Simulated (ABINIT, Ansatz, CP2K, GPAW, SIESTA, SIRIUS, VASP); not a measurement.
# CsPbBr3: programs and potentials compared

```
CELL_PARAMETERS angstrom
5.87000 0.00000 0.00000
0.00000 5.87000 0.00000
0.00000 0.00000 5.87000
ATOMIC_POSITIONS crystal
Pb 0.50000 0.50000 0.50000
Cs 0.00000 0.00000 0.00000
Br 0.50000 0.50000 0.00000
Br 0.50000 0.00000 0.50000
Br 0.00000 0.50000 0.50000
```

Measurements of this composition are mostly on another form, of space group No. 62.

Alike in all runs: task single point; functional PBEsol; k mesh 5 × 5 × 5; occupations fermi-dirac, width 0.05 eV; no spin polarisation; no spin-orbit coupling. Pressure is positive in compression and, in plane waves, holds the error of the finite cutoff, which Ansatz's Pulay term estimates and takes out.

```tsv
program and potentials	plane-wave cutoff (eV)	notes	pressure (GPa)
Ansatz, Ansatz PAW	420	potentials made for PBE, which Ansatz adapts in part; 8.8 valence electrons an atom on average	-0.04
Ansatz, all-electron LAPW, scalar-relativistic	-	-	-0.03
ABINIT, PseudoDojo NC SR PBEsol v0.4.1 standard	762	8.8 valence electrons an atom on average	-0.02
SIRIUS, PseudoDojo 0.4.1 PBEsol standard (scalar relativistic)	765	8.8 valence electrons an atom on average	-0.02
CP2K, POTENTIAL_UZH Pb GTH-PBE-q4, Cs GTH-PBE-q9, Br GTH-PBE-q7; TZVP-MOLOPT-PBE-GTH basis	-	atomic basis; potentials made for PBE; 6.8 valence electrons an atom on average	0.76
SIESTA, files PseudoDojo sr-pbesol-0.4.1-standard, DZP (energy shift 0.003 Ry; two zetas on semicore shells; d shell added on Cs)	-	atomic basis; 8.8 valence electrons an atom on average	0.25
GPAW, PAW data sets generated for this functional	600	8.8 valence electrons an atom on average	-0.08
VASP, PBE PAW files Br, Cs_sv, Pb_d, 520 eV	520	potentials made for PBE; 8.8 valence electrons an atom on average	-0.04
```

The pressure spans -0.08 (GPAW, PAW data sets generated for this functional) to 0.76 GPa (CP2K, POTENTIAL_UZH Pb GTH-PBE-q4, Cs GTH-PBE-q9, Br GTH-PBE-q7; TZVP-MOLOPT-PBE-GTH basis), with all-electron results at -0.03. Rows in atomic bases carry the error of their basis and grid, which can be large.

The functional is the same throughout but for its coding, so the spread measures potentials, basis and numerics; runs on potential files found faulty are left out.
